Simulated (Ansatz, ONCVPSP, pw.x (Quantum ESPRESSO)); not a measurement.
## What a changed setting does to a pw.x run (bcc Pt)

Potential: optimised norm-conserving Vanderbilt (ONCV), ONCVPSP 4.0.1.1 (patched build), PBE; core [Kr] 4d10 4f14, reference 5s2 5p6 5d9 6s1; waves: 5s+6s: rc 1.45 bohr, ncon 4, nbas 7, qcut 9 1/bohr, 2 projectors; 5p: rc 1.35 bohr, ncon 4, nbas 8, qcut 11.3 1/bohr, 2 projectors, debl 2.7 Ha; 5d: rc 1.40 bohr, ncon 4, nbas 8, qcut 8.1 1/bohr, 2 projectors, debl 0.3 Ha; local part: polynomial inside 1.20 bohr (lpopt 5, dvloc0 3 Ha); core correction: Teter function, fcfact 3.5, rcfact 1.1.

The reference run (k-mesh 15³, cutoffs 115/460 Ry, Fermi–Dirac 0.01 Ry, mixing_beta 0.4, conv_thr 1e-9, no spin) gives -1.84 GPa at 15.859 Å³/atom, where all-electron LAPW gives -0.19 GPa. This run, with its own iteration cap, changes degauss to 0.005.

```
&control
  calculation='scf', prefix='x', pseudo_dir='./', outdir='./tmp', tstress=.true., disk_io='none'
/
&system
  ibrav=0, nat=1, ntyp=1, ecutwfc=115, ecutrho=460, nbnd=17,
  occupations='smearing', smearing='fd', degauss=0.005
/
&electrons
  conv_thr=1e-09, mixing_beta=0.4, electron_maxstep=70
/
ATOMIC_SPECIES
Pt 1.0 Pt.UPF
CELL_PARAMETERS angstrom
  -1.58272430 1.58272430 1.58272430
  1.58272430 -1.58272430 1.58272430
  1.58272430 1.58272430 -1.58272430
ATOMIC_POSITIONS crystal
Pt 0.0000 0.0000 0.0000
K_POINTS automatic
15 15 15 0 0 0
```

```bash
pw.x < Pt.scf.in > Pt.scf.out
```

Problem. How does the run end?

Solution. It converges in 7 iterations; the free energy moves by +20.4 meV/atom and the pressure by -0.43 GPa. In a metal, with Fermi–Dirac smearing, F lies below its zero-width value by a term in the square of the width.

```
Message from routine setup:
     using ibrav=0 with symmetry is DISCOURAGED, use correct ibrav instead
     lattice parameter (alat)  =       5.1804  a.u.
     unit-cell volume          =     107.0218 (a.u.)^3
     number of electrons       =        18.00
     number of Kohn-Sham states=           17
     kinetic-energy cutoff     =     115.0000  Ry
     charge density cutoff     =     460.0000  Ry
     scf convergence threshold =      1.0E-09
     Exchange-correlation= PBE
     number of k points=   120  Fermi-Dirac smearing, width (Ry)=  0.0050
     iteration #  1     ecut=   115.00 Ry     beta= 0.40
     total energy              =    -247.08039254 Ry
     estimated scf accuracy    <       0.07843574 Ry
     iteration #  2     ecut=   115.00 Ry     beta= 0.40
     total energy              =    -247.09139923 Ry
     estimated scf accuracy    <       0.00290167 Ry
     iteration #  3     ecut=   115.00 Ry     beta= 0.40
     total energy              =    -247.09143815 Ry
     estimated scf accuracy    <       0.00069936 Ry
     iteration #  4     ecut=   115.00 Ry     beta= 0.40
     total energy              =    -247.09146972 Ry
     estimated scf accuracy    <       0.00000698 Ry
     iteration #  5     ecut=   115.00 Ry     beta= 0.40
     total energy              =    -247.09147184 Ry
     estimated scf accuracy    <       0.00000056 Ry
     iteration #  6     ecut=   115.00 Ry     beta= 0.40
     total energy              =    -247.09147191 Ry
     estimated scf accuracy    <       0.00000004 Ry
     iteration #  7     ecut=   115.00 Ry     beta= 0.40
     the Fermi energy is    21.9057 ev
!    total energy              =    -247.09147192 Ry
     estimated scf accuracy    <          4.6E-10 Ry
     smearing contrib. (-TS)   =      -0.00085871 Ry
     The total energy is F=E-TS. E is the sum of the following terms:
     one-electron contribution =     -58.00168123 Ry
     hartree contribution      =      39.41301298 Ry
     xc contribution           =     -31.38643729 Ry
     ewald contribution        =    -197.11550766 Ry
     convergence has been achieved in   7 iterations
          total   stress  (Ry/bohr**3)                   (kbar)     P=      -22.68
     Message from routine punch:
     Nothing written, as per user request (disk_io='none')
```

The run took about 85 s on one core of a shared host (Neoverse-N1, 64 threads, 124 GiB, load 56).
